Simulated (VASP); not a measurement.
# AsH3 in VASP: settings compared, part 2 of 2

VASP 6.6.1. The steps go on from the part before.

### 4 Single point, RPBE

The input, INCAR:

```
SYSTEM = AsH3
PREC = Accurate
ENCUT = 400
EDIFF = 1E-7
ISMEAR = 0
SIGMA = 0.01
LREAL = .FALSE.
LASPH = .TRUE.
NELM = 80
ALGO = Normal
ISIF = 2
LWAVE = .FALSE.
LCHARG = .FALSE.
GGA = RP
NBANDS = 12
ISYM = 0
```

The input, KPOINTS:

```
Automatic mesh
0
G
  1 1 1
  0 0 0
```

The input, POSCAR:

```
AsH3                                    
1.0
   12.5572003111      0.0000000000      0.0000000000
    0.0000000000     13.0572003111      0.0000000000
    0.0000000000      0.0000000000     13.5572003111
  As              H             
     1     3
Selective dynamics
Direct
     0.5242353622000024    0.5072092103999992    0.4572508723000013   F   F   F
     0.5232520820333039    0.4114908037455250    0.5235243882956855   T   T   T
     0.5477478238870046    0.5751597638262167    0.5474368768548691   T   T   T
     0.4038029111756331    0.5213238326008973    0.4734786744177568   T   T   T
```

Potentials or basis: VASP PAW PBE potentials, release 64 (As, H).

The run is started by

```sh
cat potpaw_PBE.64/As/POTCAR potpaw_PBE.64/H/POTCAR > POTCAR
mpirun -np 4 vasp_gam > vasp.out
```

OUTCAR:

```text
SYSTEM = AsH3
   PREC = Accurate
   ENCUT = 400
   EDIFF = 1E-7
   ISMEAR = 0
   LREAL = .FALSE.
   LASPH = .TRUE.
   NELM = 80
   ISIF = 2
   GGA = RP
   ISYM = 0

 ion  position               nearest neighbor table
   1  0.524  0.507  0.457-   3 1.54   4 1.54   2 1.54
   2  0.523  0.411  0.524-   1 1.54
   3  0.548  0.575  0.547-   1 1.54
   4  0.404  0.521  0.473-   1 1.54

IMPORTANT INFORMATION: All symmetrisations will be switched off!
NOSYMM: (Re-)initialisation of all symmetry stuff for point group C_1.

----------------------------------------------------------------------------------------

                                     Primitive cell

  volume of cell :    2222.8640

  direct lattice vectors                    reciprocal lattice vectors
    12.557200311  0.000000000  0.000000000     0.079635586  0.000000000  0.000000000
     0.000000000 13.057200311  0.000000000     0.000000000  0.076586096  0.000000000
     0.000000000  0.000000000 13.557200311     0.000000000  0.000000000  0.073761542

  length of vectors
    12.557200311 13.057200311 13.557200311     0.079635586  0.076586096  0.073761542

  position of ions in fractional coordinates (direct lattice)
     0.524235362  0.507209210  0.457250872
     0.523252082  0.411490804  0.523524388
     0.547747824  0.575159764  0.547436877
     0.403802911  0.521323833  0.473478674

  ion indices of the primitive-cell ions
   primitive index   ion index
                 1           1
                 2           2
                 3           3
                 4           4

----------------------------------------------------------------------------------------

 KPOINTS: Automatic mesh

Automatic generation of k-mesh.
 Grid dimensions read from file:
 generate k-points for:    1    1    1

[... 58 lines left out ...]
     AMIX     =   0.40;   BMIX     =  1.00
     AMIX_MAG =   1.60;   BMIX_MAG =  1.00
  volume/ion in A,a.u.               =     555.72      3750.16
  Fermi-wavevector in a.u.,A,eV,Ry     =   0.250881  0.474096  0.856366  0.062941
  Thomas-Fermi vector in A             =   1.068040
   LORBIT       =      0    0 simple, 1 ext, 2 COOP (PROOUT), +10 PAW based schemes
   GGA     = RP    functional components
   LHFCALC =     F    Hartree Fock is set to
   AEXX    =    0.0000 exact exchange contribution
   IVDW    =     0    specifies the selected vdW correction
   LEPSILON=     F    determine dielectric tensor
   LRPA    =     F    only Hartree local field effects (RPA)
 non-spin polarized calculation
 Gauss-broadening in eV      SIGMA  =   0.01
  energy-cutoff  :      400.00
  volume of cell :     2222.86
 maximum number of plane-waves:     20182
 NGX is ok and might be reduce to    84
   NGX = 41   NGY = 43   NGZ = 45

 number of electron       8.0000000 magnetization

 Free energy of the ion-electron system (eV)
  ---------------------------------------------------
  ext. energy  EPLUGINS =         0.00000000
  ---------------------------------------------------
  free energy    TOTEN  =       -14.46522293 eV

  energy without entropy =      -14.46522293  energy(sigma->0) =      -14.46522293

 E-fermi :  -6.6698     XC(G=0):  -0.4671

 val. band max:       -6.7685532541   @ k =   0.0000   0.0000   0.0000
 cond. band min:      -0.8485863514   @ k =   0.0000   0.0000   0.0000
 fundamental gap:      5.9199669027
 Fermi energy:        -6.6697802253

 k-point     1 :       0.0000    0.0000    0.0000
  band No.  band energies     occupation
      1     -15.8985      2.00000
      2      -8.6965      2.00000
      3      -8.6964      2.00000
      4      -6.7686      2.00000
      5      -0.8486      0.00000
      6      -0.4124      0.00000
      7      -0.3994      0.00000
      8       0.3428      0.00000
      9       0.5317      0.00000
     10       0.5443      0.00000
     11       0.6158      0.00000
     12       0.7161      0.00000

------------------------ aborting loop because EDIFF is reached ----------------------------------------

  FORCE on cell =-STRESS in cart. coord.  units (eV):
  Direction    XX          YY          ZZ          XY          YZ          ZX
  --------------------------------------------------------------------------------------
  -------------------------------------------------------------------------------------
  Total       -0.0731261     -0.0452038     -0.1505164     -0.0041513      0.0087229      0.0562447
  in kB       -0.0527072     -0.0325816     -0.1084880     -0.0029921      0.0062872      0.0405396
  external PRESSURE =      -0.0645923 kB  Pullay stress =       0.0000000 kB

 VOLUME and BASIS-vectors are now :
 -----------------------------------------------------------------------------
  energy-cutoff  :      400.00
  volume of cell :     2222.86
      direct lattice vectors                 reciprocal lattice vectors
    12.557200311  0.000000000  0.000000000     0.079635586  0.000000000  0.000000000
     0.000000000 13.057200311  0.000000000     0.000000000  0.076586096  0.000000000
     0.000000000  0.000000000 13.557200311     0.000000000  0.000000000  0.073761542

 POSITION                                       TOTAL-FORCE (eV/Angst)
 -----------------------------------------------------------------------------------
      6.58293      6.62273      6.19904        -0.008960     -0.001913      0.016839
      6.57058      5.37292      7.09752         0.023345     -0.060547      0.000312
      6.87818      7.50998      7.42171         0.039371      0.049457      0.017392
      5.07063      6.80703      6.41905        -0.053757      0.013003     -0.034543
 -----------------------------------------------------------------------------------
    total drift:                                0.000028      0.000014      0.000297

  FREE ENERGIE OF THE ION-ELECTRON SYSTEM (eV)
  ---------------------------------------------------
  free  energy   TOTEN  =       -14.4652229306 eV

  energy  without entropy=      -14.4652229306  energy(sigma->0) =      -14.46522293
```

stdout:

```text
POSCAR found type information on POSCAR AsH
 POSCAR found :  2 types and       4 ions
 scaLAPACK will be used
 -----------------------------------------------------------------------------
|                                                                             |
|                                                                             |
|     You enforced a specific xc type in the INCAR file but a different       |
|     I HOPE YOU KNOW WHAT YOU ARE DOING!                                     |
|                                                                             |
 -----------------------------------------------------------------------------

 LDA part: xc-table for (Slater+PW92), standard interpolation
 POSCAR, INCAR and KPOINTS ok, starting setup
 FFT: planning ... GRIDC
 FFT: planning ... GRID_SOFT
 FFT: planning ... GRID
 WAVECAR not read
 entering main loop
```

Run time: 23 s. Hardware: 4 MPI ranks of Intel Xeon Platinum 8488C (Sapphire Rapids), shared host; peak memory 0.43 GiB.

Results:

```
Free energy                     : -14.4652 eV
Largest force                   : 0.066 eV/Å
Gap between the frontier levels : 5.92 eV
```

Forces in eV/Å, atoms in the order of the input:
```
As  -0.009 -0.002  0.017
H    0.023 -0.061  0.000
H    0.039  0.049  0.017
H   -0.054  0.013 -0.035
```

Caveat: the PAW data sets were made with another functional, which shifts forces and pressure a little.

### 5 Summary

```tsv
task	level	cell	atoms held fixed (from 0)	gap on the mesh (eV)	largest force (eV/Å)
relaxation of the atoms	PBE+D3(BJ)	atoms relaxed	[0]	6.00	-
single point	PBE	as given	-	6.00	0.08
single point	RPBE	as given	-	5.92	0.07
```

Alike in all rows: potentials or basis VASP PAW PBE potentials, release 64 (As, H); no spin polarisation; k mesh 1 × 1 × 1; cutoff (eV) 400; smearing gaussian 0.01 eV.

Caveats: the PAW data sets were made with another functional, which shifts forces and pressure a little (some runs).

Total energies depend on the potentials used, so only differences within one code and one set of settings carry meaning.
